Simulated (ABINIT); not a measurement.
Sb:

```
Sb
1.0
     3.35453    0.00000    0.00000
    -1.67727    2.90511    0.00000
     0.00000    0.00000    5.47016
Sb
2
Direct
  0.66667 0.33333 0.75000
  0.33333 0.66667 0.25000
```

This isn't the form of Sb at room conditions, which is rhombohedral.

| Property | Result |
| --- | --- |
| Program | ABINIT 10.8.3 (patched build) |
| Task | single point |
| Functional | PBE |
| Potentials or basis | JTH PAW PBE v2.0 |
| Cutoff | 435 eV |
| k mesh | 9 × 9 × 5 |
| Occupations | fermi-dirac, width 0.05 eV |
| Spin | no spin polarisation |

On this cell: pressure 1.3 GPa; largest force under 0.003 eV/Å; band gap on the k mesh none (metal or under the smearing width).

The same run follows on a disturbed copy (atoms moved at random, drawn with an rms of 0.05 Å):

```
CELL_PARAMETERS angstrom
3.35453 0.00000 0.00000
-1.67727 2.90511 0.00000
0.00000 0.00000 5.47016
ATOMIC_POSITIONS crystal
Sb 0.67819 0.33447 0.75155
Sb 0.32096 0.66257 0.25561
```

Question: What changes?

Answer: The energy (extrapolated to zero smearing) moves by -1.2 meV/atom; pressure 1.4 GPa; largest force 0.037 eV/Å; band gap on the k mesh none (metal or under the smearing width).

Forces in eV/Å, atoms in the order of the input:
```
Sb   0.025  0.007 -0.027
Sb  -0.025 -0.007  0.027
```

Stress tensor (GPa, compression positive):
```
1.53 0.19 0.02
0.19 1.47 0.01
0.02 0.01 1.17
```

The energy falls, though the first cell shows no forces: that form is unstable against this distortion, unless noise or another electronic state is at work.
